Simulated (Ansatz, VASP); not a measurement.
# Mo: VASP beside Ansatz

INCAR

```
SYSTEM = Mo
  PREC = Accurate
  ENCUT = 600
  EDIFF = 1E-7
  ISMEAR = -1
  SIGMA = 0.05
  LREAL = .False.
  LASPH = .True.
  NELM = 60
  ALGO = Normal
  ISIF = 3
  LWAVE = .False.
  LCHARG = .False.
  GGA = RE
  IVDW = 13
  IBRION = 2
  NSW = 80
  EDIFFG = -0.02
```

Contents of KPOINTS:

```
regular mesh
0
Gamma
  12 12 12
  0 0 0
```

File POSCAR:

```
Mo
1.0
   -1.5838089719      1.5838089719      1.5838089719
    1.5838089719     -1.5838089719      1.5838089719
    1.5838089719      1.5838089719     -1.5838089719
Mo
1
Direct
    0.0000000000      0.0000000000      0.0000000000
```

The input input.yaml:

```yaml
crystal:
  lattice:
    - [-1.5838089719, 1.5838089719, 1.5838089719]
    - [1.5838089719, -1.5838089719, 1.5838089719]
    - [1.5838089719, 1.5838089719, -1.5838089719]
  atoms:
    - { symbol: Mo, position: [0.0, 0.0, 0.0] }
kpoints:
  mp_grid: { grid: [12, 12, 12] }
scf:
  occupations: { method: fermi_dirac, width: 0.05 }
hamiltonian:
  xc: revpbe
  dispersion: d4
  pseudopotentials: { kind: all_electron, lapw: { basis_error: 0.001 } }
output:
  forces: true
  stress: true
relax:
  f_tol: 0.02
  max_steps: 60
  cell: {}
```

Alike in both runs: task relaxation of cell and atoms; functional revPBE; dispersion D4; k mesh 12 × 12 × 12; occupations fermi-dirac, width 0.05 eV; no spin polarisation.

|  | VASP | Ansatz |
| --- | --- | --- |
| version | VASP 6.6.1 | Ansatz 0.2.0 |
| potentials or method | VASP PAW PBE potentials, release 64 (Mo_sv) | all-electron LAPW, scalar-relativistic |
| plane-wave cutoff (eV) | 600 | see its input |

Ansatz gave:

- relaxed volume (Å³/atom): 15.36
- relaxed cell length with the largest relative difference (Å): 2.712
- energy change over the relaxation (meV/atom): -15

Estimate VASP's values.

relaxed volume (Å³/atom): 15.39; relaxed cell length with the largest relative difference (Å): 2.714; energy change over the relaxation (meV/atom): -13.

Ansatz ran all-electron here, so the differences hold the error of VASP's frozen core and of both bases.

Caveats: the PAW data sets were made with another functional, which shifts forces and pressure a little (VASP); pairwise dispersion overbinds metals, which lowers pressure and volume (VASP).
